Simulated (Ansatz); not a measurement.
## Ca: the change of pressure with volume per atom

All results are calculated (Ansatz 0.2.0 development build). Equation of state of a cubic crystal from periodic Kohn-Sham density functional theory without spin; pressure corrected for the finite basis.

Cell of the first row (space group Pm-3m, No. 221):
```
CELL_PARAMETERS angstrom
3.45050 0.00000 0.00000
0.00000 3.45050 0.00000
0.00000 0.00000 3.45050
ATOMIC_POSITIONS crystal
Ca 0.00000 0.00000 0.00000
```

Settings of every row: formula Ca; structure type simple cubic; functional PBE; spin treatment none; k mesh 16x16x16; occupation method fermi-dirac; occupation width 0.061225619 eV; wave cutoff 420 eV; datasets soft-1 PAW; density cutoff ratio 4.

Limits: a cubic model structure, not a phase known at ambient conditions; modest k-mesh, values are not fully converged in k.

| row | volume per atom (Å³) | pressure (GPa) | energy above lowest point (meV/atom) |
| --- | --- | --- | --- |
| 1 | 41.082 | 0.711 | 5.39 |
| 2 | 41.956 | 0.447 | 2.24 |
| 3 | 42.831 | 0.203 | 0.48 |
| 4 | 43.705 | ? | ? |
| 5 | 44.579 | -0.23 | 0.7 |
| 6 | 45.453 | -0.42 | 2.48 |
| 7 | 46.327 | -0.594 | 5.26 |

Question: what pressure should row 4 give?

Worked fit of pressure. Take u = (V_r/V)^(2/3) − 1 with V_r = 43.705 Å³ an atom, which is twice the finite (Eulerian) strain; such expansions in the strain, on which the Birch-Murnaghan equation of state is built, carry the rest volume and the bulk modulus. The shown rows have u = 0.04212, 0.0276, 0.01356, -0.01311, -0.02581, -0.0381. Least squares give pressure = −0.0225 + 16.215 × u + 30.3 × u² − 43 × u³ GPa; a parabola predicts inner rows, each left out in turn, worse (root mean square 0.0011 against 0.00038 GPa). All shown rows lie on it to the printed digit. The pressure vanishes at u = 0.0014, or V = 43.61 Å³ an atom, and there the bulk modulus at fixed shape and fractions is B = −V dP/dV = (2/3)(1 + u) dP/du = 10.9 GPa. The withheld row has u = 0, so the fit gives −0.0225 + 16.215 × (0) + 30.3 × (0)² − 43 × (0)³ = -0.022 GPa.

The calculation gave -0.022 GPa. The fit meets it to the printed digit.

The other values of row 4: energy above lowest point 0 meV/atom.
